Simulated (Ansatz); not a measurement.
Runs of Ansatz 0.2.0 on Ni3Ge. It takes space group Pm-3m (No. 221, cubic). The conventional cell has a = 3.530 Å, b = 3.530 Å, c = 3.530 Å, α = 90.00°, β = 90.00°, γ = 90.00°. Around Ge (site symmetry m-3m) lie 12 Ni at 2.50 Å. Around Ni (site symmetry 4/mmm) lie 4 Ge at 2.50 Å and 8 Ni at 2.50 Å. The cell comes from a database or a generator and needn't be the stable form of this composition.

```csv
task,level,spin,U,cutoff (eV),gap on the mesh (eV),pressure (GPa),moment (μB)
single point,PBEsol,off,-,285,none,-0.9,-
density of states,PBEsol+U,"collinear, ferromagnetic start",Ni d U = 6 eV,285,none,-1.9,0.00
single point,PBEsol,"collinear, ferrimagnetic start",-,285,none,-0.9,0.00
density of states,PBEsol+U,"collinear, ferromagnetic start",Ni d U = 8 eV,285,none,-1.8,0.00
density of states,PBEsol+U,"collinear, ferromagnetic start",Ni d U = 2 eV,285,none,(a),0.00
density of states,PBEsol+U,"collinear, ferromagnetic start",Ni d U = 4 eV,285,none,-1.9,0.00
```

Alike in all rows: potentials or basis all-electron LAPW, scalar-relativistic; cell as given; k mesh 8 × 8 × 8; smearing fermi-dirac 0.05 eV; basis error allowed 0.002 eV/atom.

Task: Fill in the values left out.

Result: (a) -1.6.

Caveats: the magnetic state may not be the lowest (some runs); U is the effective U less J, on atomic orbitals that reach past the spheres (some runs); the U is typed as a test and isn't derived for this compound (some runs).

A k mesh can miss the band edges, and the runs leave out spin-orbit coupling on Ge.

A gap of «none» marks a metal or a gap under the smearing width.

Not every run made on this cell is shown here.
